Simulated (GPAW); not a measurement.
Crystal: AlNi.

```xyz
2
Lattice="1.9387 -1.9532 0.0000 1.9387 1.9532 0.0000 0.0000 0.0000 3.0994" Properties=species:S:1:pos:R:3 pbc="T T T"
Ni    1.9387    0.0000    1.5497
Al    0.0000    0.0000    0.0000
```

The cell comes from a database or a generator and needn't be the stable form of this composition.

```yaml
Program: GPAW 26.7.0
Task: relaxation of cell and atoms
Functional: PBEsol
Dispersion: D3(BJ)
Potentials_or_basis: PAW data sets generated in the run's folder for this functional
Cutoff: 600 eV
Basis: pw
k_mesh: 6 × 6 × 6
Occupations: fermi-dirac, width 0.05 eV
Spin: collinear spin, ferromagnetic start
Starting_moments: "[1.0, 0.0] μB"
```

At the start: pressure -4.2 GPa; volume 11.74 Å³/atom.

Question: Where does the relaxation end?

Answer: Over 8 steps the energy falls by 9.9 meV/atom and the volume is 11.46 Å³/atom (-2.3 %); space group P4/mmm (No. 123, to 0.05 Å); moment 0.00 μB per cell.

The path:
```tsv
step	energy change (eV)	largest force (eV/Å)	pressure (GPa)	volume (Å³)
1	0.0000	0.0000	-4.19	23.47
2	-0.0044	0.0000	-3.08	23.32
3	-0.0116	0.0000	0.97	22.80
4	-0.0124	0.0000	1.01	22.80
5	-0.0187	0.0000	0.22	22.89
6	-0.0196	0.0000	0.02	22.91
7	-0.0196	0.0000	-0.04	22.92
8	-0.0197	0.0000	-0.08	22.92
```

Final structure:
```
Ni Al
1.0
     1.96256   -1.96217    0.00000
     1.96256    1.96217    0.00000
     0.00000    0.00000    2.97645
Ni Al
1 1
Cartesian
  1.9626 0.0000 1.4882
  0.0000 0.0000 0.0000
```

Caveat: the k mesh is coarse (spacing up to 0.38 Å⁻¹), so the values aren't converged; each step starts from the last one's moments, so a moment once lost doesn't come back; the stock nickel data set gives pressures a few GPa off other programs; later steps reuse the first step's grids; pairwise dispersion overbinds metals, which lowers pressure and volume.
